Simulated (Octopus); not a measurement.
# MgSe under changes of volume

One of the cells (20.246 Å³/atom); the others are scaled copies at fixed shape and fractional positions:

```
Se Mg
1.0
     0.00000    2.72550    2.72550
     2.72550    0.00000    2.72550
     2.72550    2.72550    0.00000
Se Mg
1 1
Direct
  0.50000 0.50000 0.50000
  0.00000 0.00000 0.00000
```

- Program: Octopus 16.4
- Functional: PBE
- Potentials or basis: pseudodojo_pbe (PseudoDojo 0.5, PBE)
- Grid spacing: 0.128 Å
- k mesh: 8 × 8 × 8
- Occupations: fermi-dirac, width 0.05 eV
- Spin: no spin polarisation

```csv
volume (Å³/atom),energy over the lowest point (meV/atom),gap on the mesh (eV)
19.031,66.99,1.92
19.436,48.41,1.88
19.841,?,?
20.246,21.53,1.81
20.651,11.51,1.78
21.056,4.10,1.75
21.461,0.00,1.72
```

What does the run at 19.841 Å³/atom give?

Energy over the lowest point 32.85 meV/atom; gap on the mesh 1.85 eV.

Worked out: A Birch-Murnaghan fit of order 3 (a polynomial in V^(-2/3)) to the other rows has its minimum at 22.08 Å³/atom, just outside them, with B0 = V·E''(V) = 46 GPa (rough, since the energies scatter). It gives 33.51 meV/atom at 19.841 Å³/atom, against the run's 32.85. A straight line through the other rows of the gap, of slope -1.66 eV per unit of ln V, gives 1.85 eV, against the run's 1.85.

Energies are extrapolated to zero smearing.

A mesh can miss the band edges. Spin-orbit coupling on Se is left out.
